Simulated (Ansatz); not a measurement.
# Dielectric response of MgO (001) films, part 4 of 4

Aim: the electronic and static ε of rocksalt MgO (001) from films of three thicknesses in a field.

Ansatz 0.2.0; plane-wave DFT, PBEsol, Ansatz PAW.

So far. Step 18 (Relaxing the film, 16 atoms, units 8): The gap is 3.75 eV, with the valence edge 5.26 eV and the conduction edge 1.50 eV under the upper vacuum level. Step 20 (Single point on the relaxed film, 16 atoms, units 8): The gap is 3.75 eV, with the valence edge 5.26 eV and the conduction edge 1.50 eV under the upper vacuum level.

## 21. Single point, 16 atoms, units 8, field 0.05 V/Å

input.yaml reads:

```yaml
crystal:
  lattice:
    - [2.97691955, 0.0, 0.0]
    - [0.0, 2.97691955, 0.0]
    - [0.0, 0.0, 32.735]
  atoms:
    - { symbol: Mg, position: [0.5, 0.5, 0.2752733457] }
    - { symbol: O, position: [0.0, 0.0, 0.2738469793] }
    - { symbol: Mg, position: [0.0, 0.0, 0.3388675836] }
    - { symbol: O, position: [0.5, 0.5, 0.3391119731] }
    - { symbol: Mg, position: [0.5, 0.5, 0.4034223056] }
    - { symbol: O, position: [0.0, 0.0, 0.4033824956] }
    - { symbol: Mg, position: [0.0, 0.0, 0.467796145] }
    - { symbol: O, position: [0.5, 0.5, 0.4678049903] }
    - { symbol: Mg, position: [0.5, 0.5, 0.5322038553] }
    - { symbol: O, position: [0.0, 0.0, 0.53219501] }
    - { symbol: Mg, position: [0.0, 0.0, 0.5965776946] }
    - { symbol: O, position: [0.5, 0.5, 0.5966175045] }
    - { symbol: Mg, position: [0.5, 0.5, 0.6611324162] }
    - { symbol: O, position: [0.0, 0.0, 0.6608880268] }
    - { symbol: Mg, position: [0.0, 0.0, 0.724726654] }
    - { symbol: O, position: [0.5, 0.5, 0.7261530204] }
kpoints:
  mp_grid: { grid: [10, 10, 1] }
hamiltonian:
  xc: pbesol
scf:
  occupations: { method: fixed }
  convergence: { dr2_threshold: 1.0e-10 }
efield:
  axis: 3
  dipole_correction: true
  ramp_position: 0.97
  ramp_width: 0.06
  amplitude: 0.05
output:
  write_potential: true
  write_density: true
  volumetric_format: npy
```

Command:

```bash
$ ansatz run input.yaml --threads 4 --pin off --max-ram 8192MiB --backend cpu --events-out ev --progress --plain --runs-dir out
```

Numbers of over 12 decimals in the logs are rounded to 6 here.

Output:

```text
[...]
Crystal: 16 atoms, lattice volume = 290.099 Å³
Basis set: ecut = 420 eV, 5473 PW (Γ)
Bands: 80, of which v1, the nominal top of the filled ones, is band 64 counted from 1 (63 counted from 0)
Symmetry: 8 space group operations
k-points: 21 of 100
[...]
k-point 0: bands = [... 60 lower, 1.4896, 1.4896, 1.6322, 1.6322, 5.2060, 5.5017, 6.5602, 6.8443, ... 12 higher]
  k-point 1: bands = [... 60 lower, 1.3969, 1.4693, 1.5344, 1.6126, 5.4515, 5.7592, 6.8375, 7.0926, ... 12 higher]
  k-point 2: bands = [... 60 lower, 1.3126, 1.3849, 1.4075, 1.5602, 6.0089, 6.3341, 7.4419, 7.8435, ... 12 higher]
  k-point 20: bands = [... 60 lower, 0.1631, 0.1785, 0.8920, 1.1140, 10.0518, 10.3062, 10.6979, 10.6979, ... 12 higher]
[key lines of the parts left out:]
SCF converged after 13 iterations
Free energy (F): -19805.852178 eV
Fermi energy:    1.632243 eV
Dipole field:    D = 0.019349 V/Å  (p = 0.031020 e·Å, saw-weighted, corrected)
```

It took 16 s on 4 threads of Intel Xeon Platinum 8259CL at 2.50GHz (Skylake/Cascade Lake), shared host; peak memory 1 GiB; 62 s of CPU time.

The dipole is 0.0310 e·Å, and the gap on the mesh 3.574 eV.

## 22. Single point, 16 atoms, units 8, field -0.05 V/Å

input.yaml, as its differences from that of step 21:

```diff
@@ -34,3 +34,3 @@
   ramp_width: 0.06
-  amplitude: 0.05
+  amplitude: -0.05
 output:
```

Output:

```text
[...]
Crystal: 16 atoms, lattice volume = 290.099 Å³
Basis set: ecut = 420 eV, 5473 PW (Γ)
Bands: 80, of which v1, the nominal top of the filled ones, is band 64 counted from 1 (63 counted from 0)
Symmetry: 8 space group operations
k-points: 21 of 100
[...]
k-point 0: bands = [... 60 lower, 1.4896, 1.4896, 1.6322, 1.6322, 5.2060, 5.5017, 6.5602, 6.8443, ... 12 higher]
  k-point 1: bands = [... 60 lower, 1.3969, 1.4693, 1.5344, 1.6126, 5.4515, 5.7592, 6.8375, 7.0926, ... 12 higher]
  k-point 2: bands = [... 60 lower, 1.3126, 1.3849, 1.4075, 1.5602, 6.0089, 6.3341, 7.4419, 7.8435, ... 12 higher]
  k-point 20: bands = [... 60 lower, 0.1631, 0.1785, 0.8920, 1.1140, 10.0518, 10.3062, 10.6979, 10.6979, ... 12 higher]
[key lines of the parts left out:]
SCF converged after 13 iterations
Free energy (F): -19805.852178 eV
Fermi energy:    1.632242 eV
Dipole field:    D = -0.019349 V/Å  (p = -0.031020 e·Å, saw-weighted, corrected)
```

Wall time 16 s (4 threads); peak memory 1 GiB.

The dipole is -0.0310 e·Å, and the gap on the mesh 3.574 eV.

## 23. Response with the atoms held, 16 atoms, units 8

This step: plane-wave DFT, PBEsol, Ansatz PAW; response to a field along the normal, atoms held (Ansatz 0.2.0).

Local field over the applied field, running mean. From the potentials at -0.05 and 0.05 V/Å; running mean over 2.105 Å, taken twice. Table of local field over applied field by z:

z (Å), local field over applied field and a bar from the least value:
```
        5      0.991 ##############################
        6      0.943 ############################
        7      0.767 #####################
        8      0.479 #########
        9      0.291 #
       10      0.271 
       11      0.296 #
       12      0.306 ##
       13      0.307 ##
       14      0.307 ##
       15      0.308 ##
       16      0.308 ##
       17      0.308 ##
       18      0.308 ##
       19      0.307 ##
       20      0.307 ##
       21      0.305 ##
       22      0.291 #
       23      0.266 
       24      0.322 ##
       25      0.556 ############
       26      0.829 #######################
       27      0.964 #############################
       28      0.995 ##############################
```

The induced dipole is that of a conductor 12.67 Å thick.

## 24. Field on, atoms free, 16 atoms, units 8, field 0.05 V/Å

This step: plane-wave DFT, PBEsol, Ansatz PAW (Ansatz 0.2.0).

The same pair of relaxations in the field for this thickness.

input.yaml, as its differences from that of step 22:

```diff
@@ -34,3 +34,6 @@
   ramp_width: 0.06
-  amplitude: -0.05
+  amplitude: 0.05
+relax:
+  f_tol: 0.0006
+  max_steps: 70
 output:
```

Output:

```text
[...]
Crystal: 16 atoms, lattice volume = 290.099 Å³
Basis set: ecut = 420 eV, 5473 PW (Γ), exchange–correlation on 40×40×450 points (8 copies of the dense FFT grid, shifted against one another)
Bands: 80, of which v1, the nominal top of the filled ones, is band 64 counted from 1 (63 counted from 0)
Symmetry: 8 space group operations
k-points: 21 of 100
[...]
- { symbol: Mg, position: [0, 0.0, 0.467821] }
    - { symbol: O, position: [0.5, 0.5, 0.467775] }
    - { symbol: Mg, position: [0.5, 0.5, 0.532237] }
    - { symbol: O, position: [0, 0.0, 0.532173] }
    - { symbol: Mg, position: [0, 0.0, 0.596617] }
    - { symbol: O, position: [0.5, 0.5, 0.596602] }
    - { symbol: Mg, position: [0.5, 0.5, 0.661177] }
    - { symbol: O, position: [0, 0.0, 0.660882] }
    - { symbol: Mg, position: [0, 0.0, 0.724776] }
    - { symbol: O, position: [0.5, 0.5, 0.726129] }
[key lines of the parts left out:]
SCF converged after 5 iterations
Free energy (F): -19805.852332 eV
Fermi energy:    1.588003 eV
Dipole field:    D = 0.024910 V/Å  (p = 0.039936 e·Å, saw-weighted, corrected)
```

It took 33 s on 4 threads; peak memory 0.92 GiB; 2.1 min of CPU time.

The relaxation took 4 steps and lowered the energy by 2.2e-4 eV; the largest force on the free atoms ends at 2.2e-4 eV/Å.

The dipole is 0.0399 e·Å, and the gap on the mesh 3.701 eV.

## 25. Relaxing in the field, 16 atoms, units 8, field -0.05 V/Å

The opposite sign, again from the field-free geometry; the difference of the two cancels what relaxes without a field.

input.yaml, as its differences from that of step 24:

```diff
@@ -34,3 +34,3 @@
   ramp_width: 0.06
-  amplitude: 0.05
+  amplitude: -0.05
 relax:
```

Output:

```text
[...]
Crystal: 16 atoms, lattice volume = 290.099 Å³
Basis set: ecut = 420 eV, 5473 PW (Γ), exchange–correlation on 40×40×450 points (8 copies of the dense FFT grid, shifted against one another)
Bands: 80, of which v1, the nominal top of the filled ones, is band 64 counted from 1 (63 counted from 0)
Symmetry: 8 space group operations
k-points: 21 of 100
[...]
- { symbol: Mg, position: [0, 0.0, 0.467763] }
    - { symbol: O, position: [0.5, 0.5, 0.467827] }
    - { symbol: Mg, position: [0.5, 0.5, 0.532179] }
    - { symbol: O, position: [0, 0.0, 0.532225] }
    - { symbol: Mg, position: [0, 0.0, 0.596559] }
    - { symbol: O, position: [0.5, 0.5, 0.596655] }
    - { symbol: Mg, position: [0.5, 0.5, 0.661122] }
    - { symbol: O, position: [0, 0.0, 0.660929] }
    - { symbol: Mg, position: [0, 0.0, 0.724711] }
    - { symbol: O, position: [0.5, 0.5, 0.726211] }
[key lines of the parts left out:]
SCF converged after 5 iterations
Free energy (F): -19805.852332 eV
Fermi energy:    1.588003 eV
Dipole field:    D = -0.024910 V/Å  (p = -0.039935 e·Å, saw-weighted, corrected)
```

The job ended after 33 s (4 threads; peak memory 0.92 GiB).

The relaxation took 4 steps and lowered the energy by 2.2e-4 eV; the largest force on the free atoms ends at 2.2e-4 eV/Å.

The dipole is -0.0399 e·Å, and the gap on the mesh 3.701 eV.

## 26. Response with the atoms relaxed, 16 atoms, units 8

This step: plane-wave DFT, PBEsol, Ansatz PAW; response to a field along the normal, atoms relaxed (Ansatz 0.2.0).

Local field over the applied field, running mean. From the potentials at -0.05 and 0.05 V/Å; running mean over 2.105 Å, taken twice. Table of local field over applied field by z:

```tsv
z (Å)	local field over applied field
5	0.993
6	0.949
7	0.744
8	0.353
9	0.0840
10	0.0440
11	0.0770
12	0.103
13	0.0969
14	0.0932
15	0.0948
16	0.0960
17	0.0958
18	0.0945
19	0.0932
20	0.0982
21	0.103
22	0.0692
23	0.0313
24	0.137
25	0.463
26	0.817
27	0.969
28	0.996
```

The induced dipole is that of a conductor 16.31 Å thick.

## 27. Electronic ε from the series

This step: plane-wave DFT, PBEsol, Ansatz PAW; permittivity from the thickness series, atoms held (Ansatz 0.2.0).

Each added layer adds t(1 − 1/ε) to the dipole term, so the slope against thickness gives ε without a choice of where the film ends.

This step gave:

| Property | Result |
| --- | --- |
| slope | 0.6919 |
| intercept of the fit | 2.423 Å |
| ε of the interior | 3.245 |

Equivalent conductor thickness against distance between the outer atoms:

```tsv
distance between the outer atoms (Å)	equivalent conductor thickness (Å)
4.26	5.37
8.48	8.29
14.81	12.7
```

By hand, from the thinnest and the thickest film: slope = (12.668 − 5.374) / (14.806 − 4.264) = 0.692, so ε = 1/(1 − 0.692) = 3.25.

## 28. Static ε from the series

This step: plane-wave DFT, PBEsol, Ansatz PAW; permittivity from the thickness series, atoms relaxed (Ansatz 0.2.0).

The same fit for the relaxed films. The nearer its slope lies to 1, the more ε hangs on small errors.

Numbers from this step:

```
slope                : 0.9040
intercept of the fit : 2.921 Å
ε of the interior    : 10.42
```

Table of equivalent conductor thickness by distance between the outer atoms:

```tsv
distance between the outer atoms (Å)	equivalent conductor thickness (Å)
4.26	6.78
8.48	10.6
14.81	16.3
```

By hand, from the thinnest and the thickest film: slope = (16.309 − 6.778) / (14.807 − 4.264) = 0.904, so ε = 1/(1 − 0.904) = 10.4. One nm of such a film has the capacitance of 3.9/10.4 = 0.37 nm of SiO₂ (its equivalent oxide thickness).

## 29. The same run with other settings

This step: plane-wave DFT, PBEsol, Ansatz PAW (Ansatz 0.2.0).

System of this step: MgO (001), 3 units. The cell holds 6 atoms: 3 Mg and 3 O. Its edges and angles: a = 2.977 Å, b = 2.977 Å, c = 22.210 Å, α = 90.0°, β = 90.0°, γ = 90.0°. It derives from MgO (rocksalt MgO). Vacuum lies along c.

A run with a changed input: it repeats the earlier run at 0.05 V/Å, 3 units with efield.dipole_correction from true to false.

input.yaml, the sections that differ from step 25:

```yaml
crystal:
  lattice:
    - [2.97691955, 0.0, 0.0]
    - [0.0, 2.97691955, 0.0]
    - [0.0, 0.0, 22.21]
  atoms:
    - { symbol: Mg, position: [0.5, 0.5, 0.4060444375] }
    - { symbol: O, position: [0.0, 0.0, 0.4040113676] }
    - { symbol: Mg, position: [0.0, 0.0, 0.5000000002] }
    - { symbol: O, position: [0.5, 0.5, 0.4999999998] }
    - { symbol: Mg, position: [0.5, 0.5, 0.5939555623] }
    - { symbol: O, position: [0.0, 0.0, 0.5959886326] }
efield:
  axis: 3
  dipole_correction: false
  ramp_position: 0.97
  ramp_width: 0.06
  amplitude: 0.05
# kpoints, hamiltonian, scf, output: as in step 25
# relax: removed
```

Output:

```text
[...]
Crystal: 6 atoms, lattice volume = 196.826 Å³
Basis set: ecut = 420 eV, 3727 PW (Γ)
Bands: 30, of which v1, the nominal top of the filled ones, is band 24 counted from 1 (23 counted from 0)
Symmetry: 8 space group operations
k-points: 21 of 100
[...]
SCF iter   1: F=—  HF=-7426.519444 eV  |F-HF|=—  |Δ(HF+E_count)|=         —  Δρ=7.58e-3  dr2=9.49e-2  ethr=1.77e-3  p=0.000 e·Å  V_vac-E_F(+/−)=5.78/4.77 eV  ⟨swp⟩=6.0  Hψ=2561  notcnv=0  defer=84
[...]
SCF iter  10: F=-7426.494459 eV  HF=-7426.494459 eV  |F-HF|=5.64e-11  |Δ(HF+E_count)|=  4.58e-10  Δρ=2.29e-7  dr2=8.67e-11  ethr=1.00e-12  p=0.017 e·Å  V_vac-E_F(+/−)=5.74/4.76 eV  ⟨swp⟩=16.1  Hψ=3214  notcnv=0
SCF 1 converged in 10 iterations: F = -7426.494459 eV  dr2 = 8.67e-11
[...]
SCF converged after 10 iterations
Free energy (F): -7426.494459 eV
[...]
Internal energy: -7426.494459 eV  (E = F + TS)
E sigma→0 (E₀):  -7426.494459 eV
Fermi energy:    -1.480766 eV
Dipole field:    D = 0.015961 V/Å  (p = 0.017361 e·Å, saw-weighted)
Work function:   not extracted (applied field tilts the vacuum); planar V_es + V_field profile in the machine report
[...]
--- Band table (eV; the first three rows and the last of 21) ---
  k-point 0: bands = [... 20 lower, -1.8111, -1.8111, -1.4808, -1.4808, 2.0491, 2.6415, 3.6537, 4.4621, ... 2 higher]
  k-point 1: bands = [... 20 lower, -1.8866, -1.8040, -1.7410, -1.4955, 2.3520, 2.7982, 3.8411, 4.6399, ... 2 higher]
  k-point 2: bands = [... 20 lower, -2.3617, -1.7853, -1.7498, -1.5387, 2.9911, 3.2489, 4.3802, 5.1435, ... 2 higher]
  k-point 20: bands = [... 20 lower, -3.1584, -3.1370, -2.1780, -1.9286, 6.9791, 7.3354, 8.1056, 8.1056, ... 2 higher]
```

Run time: 3.7 s. Hardware: 4 threads; peak memory 0.51 GiB.

```tsv
quantity	this run	earlier run	difference
dipole along the normal (e·Å)	0.01736	0.01316	0.0042
gap on the k-mesh (eV)	3.530	3.538	-0.0084
```

With the dipole correction off, the periodic images add a field of their own to the typed one.

What moves beyond 0.01 in its unit (for the dipole 0.5 % and 5e-5 e·Å): dipole along the normal (+0.0042 e·Å).

These numbers are not those of the isolated slab.

## 30. A changed input

An input spoilt on purpose, to show how the run answers: it repeats the earlier run at 0.05 V/Å, 3 units with efield.ramp_position from 0.97 to 0.475, and scf.max_iter set to 100.

input.yaml, as its differences from that of step 29:

```diff
@@ -19,6 +19,7 @@
   convergence: { dr2_threshold: 1.0e-10 }
+  max_iter: 100
 efield:
   axis: 3
-  dipole_correction: false
-  ramp_position: 0.97
+  dipole_correction: true
+  ramp_position: 0.475
   ramp_width: 0.06
```

Output:

```text
Engine: ansatz 0.2.0, x86_64-unknown-linux-gnu
Pseudopotentials: kind: paw
Pseudopotential: Mg, paw, valence charge 10, recommended cutoff 420 eV (normal), Mg.paw.azcp
Pseudopotential: O, paw, valence charge 6, recommended cutoff 420 eV (normal), O.paw.azcp
Functional definition: PBEsol
  exchange = pbesol_x
  correlation = pbesol_c
Crystal: 6 atoms, lattice volume = 196.826 Å³
Basis set: ecut = 420 eV, 3727 PW (Γ)
Bands: 30, of which v1, the nominal top of the filled ones, is band 24 counted from 1 (23 counted from 0)
Symmetry: 8 space group operations
k-points: 21 of 100
Non-local potential: Mg, projectors of the file, l = 0: 3, l = 1: 2, l = 2: 1
Non-local potential: O, projectors of the file, l = 0: 2, l = 1: 2, l = 2: 1
PAW form: soft (Blöchl's): semilocal exchange-correlation on the pseudo side does not see the compensation charge
PAW frozen core: Mg, regenerated for the run's functional, and the local potential with it (the file was generated under x = pbe(κ = 0.804, μ = 0.219515), c = pbe(β = 0.066725))
PAW frozen core: O, regenerated for the run's functional, and the local potential with it (the file was generated under x = pbe(κ = 0.804, μ = 0.219515), c = pbe(β = 0.066725))
PAW one-centre angular grid: Mg, 110 points (default); XC on 64 Gauss nodes
PAW one-centre angular grid: O, 110 points (default); XC on 64 Gauss nodes
Initial density: superposition of atomic densities (neutral atoms: chi_scale 0, normalization atom, screened)
Initial wavefunctions: pseudopotential atomic-orbital guess
Functional: x = pbesol(κ = 0.804, μ = 0.123457), c = pbesol(β = 0.046)
Error: efield: ion 2 (Mg) at fractional coordinate 0.5000 along the field axis lies inside the sawtooth ramp with 2 of the planes that the density is read on at each end, [0.4617, 0.5483] — the ramp must sit in vacuum (an ion there feels the fictitious reversed slope); set or move the ramp (efield.ramp_position / ramp_width) or move the geometry
```

Run time: 0.23 s. Hardware: 4 threads; peak memory 0.26 GiB.

The program refused the input before any cycle.

The program's message: “Error: efield: ion 2 (Mg) at fractional coordinate 0.5000 along the field axis lies inside the sawtooth ramp with 2 of the planes that the density is read on at each end, [0.4617, 0.5483] — the ramp m …”

The fault put into the input: the ramp among the atoms.

## 31. What came out

```yaml
electronic_eps_from_the_thickness_series: 3.25
static_eps_from_the_thickness_series: 10.4
local_electronic_eps_middle_of_8_units: 3.25
```

In words: The films give an electronic ε of 3.25 and a static ε of 10.4. The slope of the series and the field inside the thickest film give 3.25 and 3.25, in agreement. Ions raise ε from 3.25 to 10.4. The in-plane lattice constants are held at typed bulk values. Semilocal functionals tend to overestimate the electronic ε a little.

[Logs are printed without paths, hosts, clocks, repeated set-up lines and the standing remarks that a program may print on its own settings, such as how far it seeks lower states.]

[Hosts, paths, dates, database ids (printed as entryN), source tags and the programs' standing remarks are cut or masked in the printed files.]

[Maps of the electrostatic potential energy from Ansatz leave out the sawtooth potential of an applied field or a dipole correction, so their vacuum need not be flat; planar profiles and work functions include it.]
